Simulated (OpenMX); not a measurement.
The system is MoS2.

```
Mo S
1.0
     1.58000    0.91221    6.15000
    -1.58000    0.91221    6.15000
     0.00000   -1.82443    6.15000
Mo S
1 2
Cartesian
  0.0000 0.0000 0.0000
  0.0000 0.0000 7.6936
  0.0000 0.0000 4.6125
```

Measurements of this composition are mostly on another form, of space group No. 194.

```yaml
Program: OpenMX 3.8.5
Task: single point
Functional: PBE
Potentials_or_basis: OpenMX 2013 PBE set, Mo7.0-s3p2d2, S7.0-s2p2d1f1, grid cutoff 350 Ry
k_mesh: 11 × 11 × 11
Occupations: fermi-dirac, width 0.05 eV
Spin: no spin polarisation
```

On this cell: pressure 9.4 GPa; largest force 1.039 eV/Å; band gap on the k mesh 0.94 eV, indirect (least direct gap 1.88 eV).

The same run follows on a disturbed copy (atoms moved at random, drawn with an rms of 0.05 Å):

```xyz
3
Lattice="1.5800 0.9122 6.1500 -1.5800 0.9122 6.1500 0.0000 -1.8244 6.1500" Properties=species:S:1:pos:R:3 pbc="T T T"
Mo    0.0102   -0.0081   -0.0121
S    -0.0599   -0.0380    7.7439
S    -0.0031   -0.0316    4.5895
```

Task: What changes?

Result: The energy moves by +0.7 meV/atom; pressure 5.9 GPa; largest force 1.330 eV/Å; band gap on the k mesh 0.87 eV, indirect (least direct gap 1.90 eV).

Forces in eV/Å, atoms in the order of the input:
```
Mo  -0.830 -0.544  0.885
S    0.663  0.267 -0.159
S    0.176  0.270 -0.697
```

Caveats: an odd mesh through Γ misses points on the zone boundary, where band edges often lie; the basis of atomic orbitals isn't converged, which shifts pressures, moduli and gaps; forces of over 1 eV/Å show positions far from the minimum, so gaps and moduli don't describe the material at rest (some runs).
